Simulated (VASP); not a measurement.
# GaAs (P6_3/mmc) in VASP: further runs, part 2 of 2

VASP 6.6.1. Earlier steps stand in the parts before.

**4. Single point, PBE**

File INCAR:

```
SYSTEM = GaAs
ALGO = Fast
EDIFF = 1E-7
ENCUT = 520
GGA = PE
ISIF = 2
ISMEAR = 0
LASPH = .TRUE.
LCHARG = .FALSE.
LREAL = .FALSE.
LWAVE = .FALSE.
NBANDS = 26
NELM = 100
PREC = Accurate
SIGMA = 0.1
```

File KPOINTS:

```
k-points
0
G
  15 15 8
  0 0 0
```

File POSCAR:

```
GaAs
1.0
    3.7726456367      0.0000000000      0.0000000000
   -1.8863228184      3.2672069609      0.0000000000
    0.0000000000      0.0000000000      6.4284259285
Ga As
2 2
Direct
    0.0000000000      0.0000000000      0.0000000000
    0.0000000000      0.0000000000      0.5000000000
    0.3333333333      0.6666666667      0.7500000000
    0.6666666667      0.3333333333      0.2500000000
```

Potentials or basis: VASP PAW PBE potentials, release 64 (Ga_d, As).

On the command line:

```bash
> cat potpaw_PBE.64/Ga_d/POTCAR potpaw_PBE.64/As/POTCAR > POTCAR
> mpirun -np 1 vasp_std > vasp.out
```

OUTCAR:

```text
SYSTEM = GaAs
   EDIFF = 1E-7
   ENCUT = 520
   GGA = PE
   ISIF = 2
   ISMEAR = 0
   LASPH = .TRUE.
   LREAL = .FALSE.
   NELM = 100
   PREC = Accurate

 ion  position               nearest neighbor table
   1  0.000  0.000  0.000-   3 2.71   4 2.71   4 2.71   3 2.71   4 2.71   3 2.71
   2  0.000  0.000  0.500-   3 2.71   4 2.71   4 2.71   3 2.71   4 2.71   3 2.71
   3  0.333  0.667  0.750-   1 2.71   2 2.71   1 2.71   2 2.71   1 2.71   2 2.71
   4  0.667  0.333  0.250-   1 2.71   2 2.71   1 2.71   2 2.71   1 2.71   2 2.71

  LATTYP: Found a hexagonal cell.
 ALAT       =     3.7726456367
 C/A-ratio  =     1.7039569966

  Lattice vectors:

 A1 = (   3.7726456367,   0.0000000000,   0.0000000000)
 A2 = (  -1.8863228184,   3.2672069609,   0.0000000000)
 A3 = (   0.0000000000,   0.0000000000,   6.4284259285)

Analysis of symmetry for initial positions (statically):
=====================================================================
 Subroutine PRICEL returns:
 Original cell was already a primitive cell.

 Routine SETGRP: Setting up the symmetry group for a
 hexagonal supercell.

 Subroutine GETGRP returns: Found 24 space group operations
 (whereof 12 operations were pure point group operations)
 out of a pool of 24 trial point group operations.

The static configuration has the point symmetry D_3d.
 The point group associated with its full space group is D_6h.

Analysis of symmetry for dynamics (positions and initial velocities):
=====================================================================
 Subroutine PRICEL returns:
 Original cell was already a primitive cell.

 Routine SETGRP: Setting up the symmetry group for a
 hexagonal supercell.

 Subroutine GETGRP returns: Found 24 space group operations
 (whereof 12 operations were pure point group operations)
 out of a pool of 24 trial point group operations.

The dynamic configuration has the point symmetry D_3d.
[... 124 lines left out ...]
     AMIX_MAG =   1.60;   BMIX_MAG =  1.00
  volume/ion in A,a.u.               =      19.81       133.68
  Fermi-wavevector in a.u.,A,eV,Ry     =   1.258539  2.378293 21.550534  1.583920
  Thomas-Fermi vector in A             =   2.392143
   LORBIT       =      0    0 simple, 1 ext, 2 COOP (PROOUT), +10 PAW based schemes
   GGA     = PE    functional components
   LHFCALC =     F    Hartree Fock is set to
   AEXX    =    0.0000 exact exchange contribution
   IVDW    =     0    specifies the selected vdW correction
   LEPSILON=     F    determine dielectric tensor
   LRPA    =     F    only Hartree local field effects (RPA)
 non-spin polarized calculation
 RMM-DIIS sequential band-by-band and
 Gauss-broadening in eV      SIGMA  =   0.10
  energy-cutoff  :      520.00
  volume of cell :       79.24
 maximum number of plane-waves:      2154
 NGX is ok and might be reduce to    28
   NGX = 13   NGY = 13   NGZ = 23

 number of electron      35.9999995 magnetization

 Free energy of the ion-electron system (eV)
  ---------------------------------------------------
  ext. energy  EPLUGINS =         0.00000000
  ---------------------------------------------------
  free energy    TOTEN  =       -15.15152170 eV

  energy without entropy =      -15.14227364  energy(sigma->0) =      -15.14689767

 E-fermi :   5.1141     XC(G=0): -10.5317

 val. band max:        5.0988409043   @ k =   0.0000   0.0000   0.0000
 cond. band min:       5.1224984805   @ k =   0.0000   0.0000   0.1250
 fundamental gap:      0.0236575762
 Fermi energy:         5.1140731042

 k-point     1 :       0.0000    0.0000    0.0000
  band No.  band energies     occupation
      1      -9.6956      2.00000
      2      -9.6722      2.00000
      3      -9.6722      2.00000
      4      -9.6240      2.00000
      5      -9.6240      2.00000
      6      -9.6143      2.00000
[... 685 lines left out ...]
     25      12.8250      0.00000
     26      13.1933      0.00000

 [... further k-points ...]

------------------------ aborting loop because EDIFF is reached ----------------------------------------

  FORCE on cell =-STRESS in cart. coord.  units (eV):
  Direction    XX          YY          ZZ          XY          YZ          ZX
  --------------------------------------------------------------------------------------
  -------------------------------------------------------------------------------------
  Total        0.0872730      0.0872730      0.1061641     -0.0000000      0.0000000     -0.0000000
  in kB        1.7646687      1.7646687      2.1466492     -0.0000000      0.0000000     -0.0000000
  external PRESSURE =       1.8919955 kB  Pullay stress =       0.0000000 kB

 VOLUME and BASIS-vectors are now :
 -----------------------------------------------------------------------------
  energy-cutoff  :      520.00
  volume of cell :       79.24
      direct lattice vectors                 reciprocal lattice vectors
     3.772645637  0.000000000  0.000000000     0.265065977  0.153035913  0.000000000
    -1.886322818  3.267206961  0.000000000     0.000000000  0.306071826  0.000000000
     0.000000000  0.000000000  6.428425929     0.000000000  0.000000000  0.155559076

 POSITION                                       TOTAL-FORCE (eV/Angst)
 -----------------------------------------------------------------------------------
      0.00000      0.00000      0.00000        -0.000000      0.000000     -0.000000
      0.00000      0.00000      3.21421        -0.000000      0.000000     -0.000000
     -0.00000      2.17814      4.82132        -0.000000      0.000000      0.000000
      1.88632      1.08907      1.60711         0.000000     -0.000000      0.000000
 -----------------------------------------------------------------------------------
    total drift:                               -0.000000      0.000000      0.000000

  FREE ENERGIE OF THE ION-ELECTRON SYSTEM (eV)
  ---------------------------------------------------
  free  energy   TOTEN  =       -15.1515217049 eV

  energy  without entropy=      -15.1422736360  energy(sigma->0) =      -15.14689767
```

OSZICAR:

```text
N       E                     dE             d eps       ncg     rms          rms(c)
DAV:   1     0.229274586623E+03    0.22927E+03   -0.17246E+04  7434   0.204E+03
DAV:   2     0.104399692861E+02   -0.21883E+03   -0.21084E+03  7572   0.424E+02
DAV:   3    -0.145561004142E+02   -0.24996E+02   -0.24494E+02  8732   0.116E+02
DAV:   4    -0.152982589813E+02   -0.74216E+00   -0.73801E+00  8118   0.202E+01
DAV:   5    -0.153129994453E+02   -0.14740E-01   -0.14723E-01  8800   0.285E+00    0.314E+00
RMM:   6    -0.151623047017E+02    0.15069E+00   -0.27582E-01 10147   0.426E+00    0.179E+00
RMM:   7    -0.151526185632E+02    0.96861E-02   -0.67366E-02  9966   0.115E+00    0.643E-01
RMM:   8    -0.151514194244E+02    0.11991E-02   -0.10043E-02 10120   0.961E-01    0.931E-02
RMM:   9    -0.151514470273E+02   -0.27603E-04   -0.14104E-03 10258   0.303E-01    0.484E-02
RMM:  10    -0.151515244864E+02   -0.77459E-04   -0.44869E-04 10980   0.161E-01    0.166E-02
RMM:  11    -0.151515205525E+02    0.39339E-05   -0.11105E-04 10816   0.969E-02    0.623E-03
RMM:  12    -0.151515213602E+02   -0.80769E-06   -0.22471E-05 11354   0.369E-02    0.155E-03
RMM:  13    -0.151515216909E+02   -0.33077E-06   -0.41980E-06 10986   0.176E-02    0.108E-03
RMM:  14    -0.151515216850E+02    0.59481E-08   -0.15407E-06  9622   0.109E-02    0.395E-04
RMM:  15    -0.151515217049E+02   -0.19912E-07   -0.41538E-07  7366   0.536E-03
   1 F= -.15151522E+02 E0= -.15146898E+02  d E =-.924807E-02
```

It took 4.1 min on 1 thread of Intel Xeon Platinum 8488C (Sapphire Rapids), shared host; peak memory 0.36 GiB.

Results:

* Free energy: -15.1515 eV
* Pressure: 0.2 GPa
* Band gap on the k mesh: none (metal or under the smearing width)

**5. Overview**

| task | cell | k mesh | cutoff (eV) | gap on the mesh (eV) | pressure (GPa) |
| --- | --- | --- | --- | --- | --- |
| single point | P6_3/mmc, 19.78 Å³/atom | 6 × 6 × 4 | 520 | none | 0.3 |
| relaxation of cell and atoms | relaxed | 6 × 6 × 4 | 600 | none | 0.2 |
| single point | P6_3/mmc, 19.81 Å³/atom | 15 × 15 × 8 | 520 | none | 0.2 |

Alike in all rows: level PBE; potentials or basis VASP PAW PBE potentials, release 64 (Ga_d, As); no spin polarisation; smearing gaussian 0.1 eV.

Total energies depend on the potentials used, so only differences within one code and one set of settings carry meaning.
